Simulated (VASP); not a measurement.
# GaP (F-43m) in VASP: further runs, part 2 of 2

VASP 6.6.1. Earlier steps stand in the parts before.

**3. Relaxation of cell and atoms, r2SCAN**

POSCAR reads:

```
GaP
1.0
    0.0000000000      2.7252500000      2.7252500000
    2.7252500000      0.0000000000      2.7252500000
    2.7252500000      2.7252500000      0.0000000000
Ga P
1 1
Direct
    0.0000000000      0.0000000000      0.0000000000
    0.7500000000      0.7500000000      0.7500000000
```

INCAR.step1 reads:

```
ALGO = Normal ; EDIFF = 1E-4
ENCUT = 600 ; GGA = PE
ISMEAR = 0 ; LASPH = T
LCHARG = F ; LREAL = F
LWAVE = T ; NELM = 100
PREC = Accurate ; SIGMA = 0.02
```

INCAR.step2 reads:

```
ALGO = Normal ; EDIFF = 1E-7
EDIFFG = -0.005 ; ENCUT = 600
IBRION = 2 ; ISIF = 3
ISMEAR = 0 ; ISTART = 1
LASPH = T ; LCHARG = F
LMIXTAU = T ; LREAL = F
LWAVE = F ; METAGGA = R2SCAN
NELM = 100 ; NSW = 100
PREC = Accurate ; SIGMA = 0.02
```

KPOINTS reads:

```
k-points
0
Gamma
  8 8 8
```

Potentials or basis: VASP PAW PBE potentials, release 64 (Ga_d, P).

Started as:

```bash
$ cat potpaw_PBE.64/Ga_d/POTCAR potpaw_PBE.64/P/POTCAR > POTCAR
$ cp INCAR.step1 INCAR
$ mpirun -np 1 vasp_std > vasp.out
$ cp INCAR.step2 INCAR
$ mpirun -np 1 vasp_std > vasp.out
```

OUTCAR:

```text
EDIFF = 1E-7
   EDIFFG = -0.005
   ENCUT = 600
   IBRION = 2
   ISIF = 3
   ISMEAR = 0
   ISTART = 1
   LASPH = T
   LREAL = F
   METAGGA = R2SCAN
   NELM = 100
   NSW = 100
   PREC = Accurate

 ion  position               nearest neighbor table
   1  0.000  0.000  0.000-   2 2.36   2 2.36   2 2.36   2 2.36
   2  0.750  0.750  0.750-   1 2.36   1 2.36   1 2.36   1 2.36

  LATTYP: Found a face centered cubic cell.
 ALAT       =     5.4505000000

  Lattice vectors:

 A1 = (   0.0000000000,   2.7252500000,   2.7252500000)
 A2 = (   2.7252500000,   0.0000000000,   2.7252500000)
 A3 = (   2.7252500000,   2.7252500000,   0.0000000000)

Analysis of symmetry for initial positions (statically):
=====================================================================
 Subroutine PRICEL returns:
 Original cell was already a primitive cell.

 Routine SETGRP: Setting up the symmetry group for a
 face centered cubic supercell.

 Subroutine GETGRP returns: Found 24 space group operations
 (whereof 24 operations were pure point group operations)
 out of a pool of 48 trial point group operations.

The static configuration has the point symmetry T_d .

Analysis of symmetry for dynamics (positions and initial velocities):
=====================================================================
 Subroutine PRICEL returns:
 Original cell was already a primitive cell.

 Routine SETGRP: Setting up the symmetry group for a
 face centered cubic supercell.

 Subroutine GETGRP returns: Found 24 space group operations
 (whereof 24 operations were pure point group operations)
 out of a pool of 48 trial point group operations.

The dynamic configuration has the point symmetry T_d .

 Subroutine INISYM returns: Found 24 space group operations
 (whereof 24 operations are pure point group operations),
 and found     1 'primitive' translations

----------------------------------------------------------------------------------------

[... 123 lines left out ...]
 conjugate gradient relaxation of ions
 non-spin polarized calculation
 Gauss-broadening in eV      SIGMA  =   0.02
  energy-cutoff  :      600.00
  volume of cell :       40.48
 maximum number of plane-waves:      1365
   NGX = 15   NGY = 15   NGZ = 15

 number of electron      18.0000003 magnetization

 Free energy of the ion-electron system (eV)
  ---------------------------------------------------
  ext. energy  EPLUGINS =         0.00000000
  ---------------------------------------------------
  free energy    TOTEN  =       -21.46423243 eV

  energy without entropy =      -21.46423243  energy(sigma->0) =      -21.46423243

 E-fermi :   4.5439     XC(G=0): -10.5487

 val. band max:        4.4619818403   @ k =   0.0000   0.0000   0.0000
 cond. band min:       6.3643369019   @ k =   0.3750   0.3750   0.0000
 fundamental gap:      1.9023550616
 Fermi energy:         4.5439021453

 k-point     1 :       0.0000    0.0000    0.0000
  band No.  band energies     occupation
      1     -10.5282      2.00000
      2     -10.5282      2.00000
      3     -10.5282      2.00000
      4     -10.4150      2.00000
      5     -10.4150      2.00000
      6      -8.5592      2.00000
      7       4.4620      2.00000
      8       4.4620      2.00000
      9       4.4620      2.00000
     10       6.8063      0.00000
     11       8.6531      0.00000
     12       8.6532      0.00000
     13       8.6532      0.00000
[... 354 lines left out ...]
  band No.  band energies     occupation
      1     -10.6286      2.00000
      2     -10.4935      2.00000
      3     -10.4816      2.00000
      4     -10.4205      2.00000
      5     -10.4073      2.00000
      6      -5.9749      2.00000
      7      -2.1523      2.00000
      8       1.1737      2.00000
      9       2.4522      2.00000
     10       8.2867      0.00000
     11       9.1099      0.00000
     12      11.3843      0.00000
     13      12.8990      0.00000

 [... further k-points ...]

------------------------ aborting loop because EDIFF is reached ----------------------------------------

  FORCE on cell =-STRESS in cart. coord.  units (eV):
  Direction    XX          YY          ZZ          XY          YZ          ZX
  --------------------------------------------------------------------------------------
  -------------------------------------------------------------------------------------
  Total       -0.0074424     -0.0074424     -0.0074424      0.0000000      0.0000000      0.0000000
  in kB       -0.2945604     -0.2945604     -0.2945604      0.0000000      0.0000000      0.0000000
  external PRESSURE =      -0.2945604 kB  Pullay stress =       0.0000000 kB

 VOLUME and BASIS-vectors are now :
 -----------------------------------------------------------------------------
  energy-cutoff  :      600.00
  volume of cell :       40.48
      direct lattice vectors                 reciprocal lattice vectors
     0.000000000  2.725250000  2.725250000    -0.183469406  0.183469406  0.183469406
     2.725250000  0.000000000  2.725250000     0.183469406 -0.183469406  0.183469406
     2.725250000  2.725250000  0.000000000     0.183469406  0.183469406 -0.183469406

 POSITION                                       TOTAL-FORCE (eV/Angst)
 -----------------------------------------------------------------------------------
      0.00000      0.00000      0.00000         0.000000      0.000000     -0.000000
      4.08788      4.08788      4.08788        -0.000000     -0.000000      0.000000
 -----------------------------------------------------------------------------------
    total drift:                               -0.000017     -0.000017     -0.000017

  FREE ENERGIE OF THE ION-ELECTRON SYSTEM (eV)
  ---------------------------------------------------
  free  energy   TOTEN  =       -21.4642324266 eV

  energy  without entropy=      -21.4642324266  energy(sigma->0) =      -21.46423243

 reached required accuracy - stopping structural energy minimisation
```

OUTCAR.step1:

```text
EDIFF = 1E-4
   ENCUT = 600
   GGA = PE
   ISMEAR = 0
   LASPH = T
[... 605 lines left out ...]
 -----------------------------------------------------------------------------------
      0.00000      0.00000      0.00000        -0.000000     -0.000000     -0.000000
      4.08788      4.08788      4.08788         0.000000      0.000000      0.000000
 -----------------------------------------------------------------------------------
    total drift:                               -0.000002     -0.000002     -0.000002

  FREE ENERGIE OF THE ION-ELECTRON SYSTEM (eV)
  ---------------------------------------------------
  free  energy   TOTEN  =        -9.1159758992 eV

  energy  without entropy=       -9.1159758992  energy(sigma->0) =       -9.11597590
```

Run time: 66 s. Hardware: 1 thread of Intel Xeon Platinum 8488C (Sapphire Rapids), shared host; peak memory 0.19 GiB.

What came out:

- Free energy: -21.4642 eV
- Pressure after relaxing: 0.0 GPa
- Band gap on the k mesh: 1.90 eV, indirect (least direct gap 2.34 eV)

Final structure:
```cif
data_structure
_symmetry_space_group_name_H-M 'P 1'
_symmetry_Int_Tables_number 1
_cell_length_a 3.8541
_cell_length_b 3.8541
_cell_length_c 3.8541
_cell_angle_alpha 60.000
_cell_angle_beta 60.000
_cell_angle_gamma 60.000
_cell_volume 40.48
loop_
_atom_site_label
_atom_site_type_symbol
_atom_site_fract_x
_atom_site_fract_y
_atom_site_fract_z
_atom_site_occupancy
Ga1 Ga 0.00000 0.00000 0.00000 1
P1 P 0.75000 0.75000 0.75000 1
```

Caveat: the relaxation stopped at its first step, so nothing moved; the PAW data sets were made with another functional, which shifts forces and pressure a little. r2SCAN opens gaps a little over a GGA but as a rule still falls short of measured ones.

**4. Single point, r2SCAN**

POSCAR is that of step 3.

INCAR.step1 reads:

```
ALGO     = Normal         # electronic algorithm
EDIFF    = 1E-4           # SCF threshold, eV
ENCUT    = 520            # plane-wave cutoff, eV
GGA      = PE             # functional
ISMEAR   = 0              # smearing method
LASPH    = True           # aspherical terms in the spheres
LCHARG   = False          # write CHGCAR
LREAL    = False          # projectors in reciprocal space
LWAVE    = True           # write WAVECAR
NBANDS   = 16             # bands
NELM     = 100            # most SCF steps
PREC     = Accurate       # precision mode
SIGMA    = 0.1            # smearing width, eV
```

INCAR.step2 reads:

```
ALGO     = Normal         # electronic algorithm
EDIFF    = 1E-7           # SCF threshold, eV
ENCUT    = 520            # plane-wave cutoff, eV
ISIF     = 2              # what is computed and relaxed
ISMEAR   = 0              # smearing method
ISTART   = 1            
LASPH    = True           # aspherical terms in the spheres
LCHARG   = False          # write CHGCAR
LMIXTAU  = True         
LREAL    = False          # projectors in reciprocal space
LWAVE    = False          # write WAVECAR
METAGGA  = R2SCAN         # meta-GGA
NBANDS   = 16             # bands
NELM     = 100            # most SCF steps
PREC     = Accurate       # precision mode
SIGMA    = 0.1            # smearing width, eV
```

KPOINTS reads:

```
k-points
0
Gamma
  6 6 6
```

Started as:

```bash
$ cat potpaw_PBE.64/Ga_d/POTCAR potpaw_PBE.64/P/POTCAR > POTCAR
$ cp INCAR.step1 INCAR
$ mpirun -np 1 vasp_std > vasp.out
$ cp INCAR.step2 INCAR
$ mpirun -np 1 vasp_std > vasp.out
```

Run time: 65 s. Hardware: 1 thread of Intel Xeon Platinum 8488C (Sapphire Rapids), shared host; peak memory 0.17 GiB.

Results (log left out):

```
Free energy            : -21.4510 eV
Pressure               : 0.0 GPa
Band gap on the k mesh : 1.91 eV, indirect (least direct gap 2.34 eV)
```

Levels at points of the mesh, in eV from the valence-band top:
| k point | band 6 | band 7 | band 8 | band 9 | band 10 | band 11 | band 12 | band 13 |
| --- | --- | --- | --- | --- | --- | --- | --- | --- |
| (0.00, 0.00, 0.00) | -13.02 | 0.00 | 0.00 | 0.00 | 2.34 | 4.19 | 4.19 | 4.19 |
| (0.50, 0.00, 0.00) | -10.86 | -6.85 | -1.17 | -1.17 | 2.04 | 5.05 | 5.05 | 8.83 |
| (0.50, 0.50, 0.00) | -9.92 | -6.96 | -2.80 | -2.80 | 1.91 | 2.10 | 11.35 | 11.35 |

Caveat: the PAW data sets were made with another functional, which shifts forces and pressure a little.

**5. The runs side by side**

```csv
task,cell,k mesh,cutoff (eV),smearing,gap on the mesh (eV),pressure (GPa)
single point,as given,8 × 8 × 8,520,gaussian 0.02 eV,1.90,0.0
relaxation of cell and atoms,relaxed,8 × 8 × 8,600,gaussian 0.02 eV,1.90,0.0
single point,as given,6 × 6 × 6,520,gaussian 0.1 eV,1.91,0.0
```

Alike in all rows: level r2SCAN; potentials or basis VASP PAW PBE potentials, release 64 (Ga_d, P); no spin polarisation.

Caveats: the PAW data sets were made with another functional, which shifts forces and pressure a little; the relaxation stopped at its first step, so nothing moved (some runs).

Total energies depend on the potentials used, so only differences within one code and one set of settings carry meaning.

**6. How close it comes**

Step 2. Measured gap of GaP: 2.34 eV (indirect; 10 K; quoted in “Stacking defects in GaP nanowires: Electronic structure and optical properties”, 2018, arxiv:1810.01194). This calculation gives 1.90 eV (-0.44 eV). Spin-orbit coupling on Ga is left out. The value is that of r2SCAN on a finite k mesh, which can miss the band edges, without temperature or zero-point motion.

Step 4. Measured gap of GaP: 2.34 eV (indirect; 10 K; quoted in “Stacking defects in GaP nanowires: Electronic structure and optical properties”, 2018, arxiv:1810.01194). This calculation gives 1.91 eV (-0.43 eV). Spin-orbit coupling on Ga is left out. The value is that of r2SCAN on a finite k mesh, which can miss the band edges, without temperature or zero-point motion.
